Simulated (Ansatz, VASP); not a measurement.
# Two plane-wave programs on Ga

Contents of INCAR:

```
SYSTEM = Ga
ALGO     = Normal         ! electronic algorithm
EDIFF    = 1E-7           ! SCF threshold, eV
EDIFFG   = -0.005         ! ionic threshold
ENCUT    = 600            ! plane-wave cutoff, eV
GGA      = PE             ! functional
IBRION   = 2              ! ionic algorithm
ISIF     = 3              ! what is computed and relaxed
ISMEAR   = -1             ! smearing method
LASPH    = .TRUE.         ! aspherical terms in the spheres
LCHARG   = .FALSE.        ! write CHGCAR
LREAL    = .FALSE.        ! projectors in reciprocal space
LWAVE    = .FALSE.        ! write WAVECAR
NELM     = 60             ! most SCF steps
NSW      = 60             ! ionic steps
PREC     = Accurate       ! precision mode
SIGMA    = 0.05           ! smearing width, eV
```

File KPOINTS:

```
k-points
0
G
  15 15 15
  0 0 0
```

POSCAR

```
Ga
1.0
    2.7377415812      0.0000000000      0.0000000000
    0.0000000000      2.7377415812      0.0000000000
    0.0000000000      0.0000000000      2.7377415812
Ga
1
Direct
    0.0000000000      0.0000000000      0.0000000000
```

Input for Ansatz:

```yaml
crystal:
  lattice:
    - [2.7377415812, 0.0, 0.0]
    - [0.0, 2.7377415812, 0.0]
    - [0.0, 0.0, 2.7377415812]
  atoms:
    - { symbol: Ga, position: [0.0, 0.0, 0.0] }
kpoints:
  mp_grid: { grid: [15, 15, 15] }
scf:
  occupations: { method: fermi_dirac, width: 0.05 }
hamiltonian:
  xc: pbe
  pseudopotentials: { kind: paw }
output:
  forces: true
  stress: true
relax:
  f_tol: 0.005
  max_steps: 40
  cell: {}
```

Alike in both runs: task relaxation of cell and atoms; functional PBE; k mesh 15 × 15 × 15; occupations fermi-dirac, width 0.05 eV; no spin polarisation.

|  | VASP | Ansatz |
| --- | --- | --- |
| version | VASP 6.6.1 | Ansatz 0.2.0 |
| potentials or method | VASP PAW PBE potentials, release 64 (Ga_d) | PAW with Ansatz's default frozen-core files, scalar-relativistic |
| plane-wave cutoff (eV) | 600 | 420 |
| valence electrons in the cell | 13 | 13 |

|  | VASP | Ansatz | Ansatz less VASP |
| --- | --- | --- | --- |
| relaxed volume (Å³/atom) | 20.22 | 20.18 | -0.036 |
| relaxed cell length with the largest relative difference (Å) | 2.724 | 2.723 | -0.0016 |
